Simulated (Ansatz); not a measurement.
An Ansatz input and the part of its output that reports the observables at the nuclei.

The start is an entry of the Crystallography Open Database (COD).

```yaml
crystal:
  lattice:
    - [-3.37, 3.37, 3.37]
    - [3.37, -3.37, 3.37]
    - [3.37, 3.37, -3.37]
  atoms:
    - { symbol: Zr, position: [0.25, 0.625, 0.375] }
    - { symbol: Zr, position: [0.375, 0.25, 0.625] }
    - { symbol: Zr, position: [0.75, 0.875, 0.125] }
    - { symbol: Zr, position: [0.125, 0.75, 0.875] }
    - { symbol: Zr, position: [0.625, 0.375, 0.25] }
    - { symbol: Zr, position: [0.875, 0.125, 0.75] }
    - { symbol: "N", position: [0.126, 0.126, 0.126] }
    - { symbol: "N", position: [0.874, 0.5, 0.0] }
    - { symbol: "N", position: [0.5, 0.0, 0.374] }
    - { symbol: "N", position: [0.0, 0.874, 0.5] }
    - { symbol: "N", position: [0.374, 0.5, 0.0] }
    - { symbol: "N", position: [0.626, 0.626, 0.626] }
    - { symbol: "N", position: [0.0, 0.374, 0.5] }
    - { symbol: "N", position: [0.5, 0.0, 0.874] }
kpoints:
  mp_grid: { grid: [6, 6, 6] }
scf:
  occupations: { method: fermi_dirac, width: 0.02 }
hamiltonian:
  xc: pbe
  pseudopotentials: { kind: paw }
output:
  forces: true
  stress: true
  populations: true
  efg:
    quadrupole_moments_barn: { Zr: -0.176, "N": 0.02044 }
    contact_densities: true
relax:
  f_tol: 0.02
  max_steps: 60
```

```sh
ansatz run input.yaml --threads 1 --pin off --max-ram 2560MiB --backend cpu --events-out ev --progress --plain --runs-dir out
```

The run relaxes the ions first, and the block belongs to the relaxed positions.

Of the output, the block on the nuclei alone is shown; the set-up, the SCF iterations, energies, forces and stress are cut. One atom of each set with nearly equal values is shown.

```
--- PAW observables at the nuclei: V_zz in 10²¹ V/m², potentials from the cell's mean, atoms counted from 1 ---
  atom   1  Zr V_zz =    +9.983594   η = 0.0000   by run symmetry: allowed   C_q = -42.4868 MHz
            electrostatic potential = -5930.737487 V   contact ρ = 490522.125218 e/Å³
  atom   7  N  V_zz =    +0.571793   η = 0.0000   by run symmetry: allowed   C_q = +0.2826 MHz
            electrostatic potential = -524.307938 V   contact ρ = 1415.417806 e/Å³
```

Without spin–orbit coupling (the program notes it for Zr) the gradients can shift somewhat, as the gap is small. With a gap of 0.7 eV on this mesh, small gradients can still move by 0.1 × 10²¹ V/m² or more as the k-mesh gets denser.
